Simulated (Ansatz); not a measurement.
Skutterudite CoSb3 was calculated with LDA+SOC in Ansatz (plane waves, PAW).

Run with plane-wave cutoff 520 eV, 6×6×6 k mesh, Fermi–Dirac smearing 0.01 eV, PAW data made under PBE.

Cell (measured lattice):

```cif
data_Co4Sb12
_chemical_formula_sum 'Co4 Sb12'
_space_group_name_H-M_alt 'P 1'
_space_group_IT_number 1
_cell_length_a 7.82634
_cell_length_b 7.82634
_cell_length_c 7.82634
_cell_angle_alpha 109.471
_cell_angle_beta 109.471
_cell_angle_gamma 109.471
loop_
_space_group_symop_operation_xyz
  'x, y, z'
loop_
_atom_site_label
_atom_site_type_symbol
_atom_site_fract_x
_atom_site_fract_y
_atom_site_fract_z
_atom_site_occupancy
Co1 Co 0.00000 0.00000 0.50000 1
Co2 Co 0.50000 0.50000 0.50000 1
Co3 Co 0.50000 0.00000 0.00000 1
Co4 Co 0.00000 0.50000 0.00000 1
Sb1 Sb 0.84024 0.66676 0.50700 1
Sb2 Sb 0.50700 0.84024 0.66676 1
Sb3 Sb 0.17348 0.84024 0.33324 1
Sb4 Sb 0.49300 0.15976 0.33324 1
Sb5 Sb 0.82652 0.15976 0.66676 1
Sb6 Sb 0.66676 0.50700 0.84024 1
Sb7 Sb 0.66676 0.82652 0.15976 1
Sb8 Sb 0.15976 0.66676 0.82652 1
Sb9 Sb 0.33324 0.49300 0.15976 1
Sb10 Sb 0.33324 0.17348 0.84024 1
Sb11 Sb 0.15976 0.33324 0.49300 1
Sb12 Sb 0.84024 0.33324 0.17348 1
```

### Question
What does this level give for the band gap?

### Answer

band gap: 0.11 eV (direct)

Measured, for comparison: band gap 0.63 eV (temperature not stated, no zero-point or thermal correction; as tabulated in Kim et al. (2020), doi:10.1038/s41597-020-00723-8). Computed (rounded) less measured: band gap -0.52 eV.

Note: cell and atoms aren't relaxed at this level (largest force component 0.04 eV/Å, pressure -3.7 GPa).

The computed numbers hold no vibrational or temperature effects.

Ansatz is a program for electronic structure.
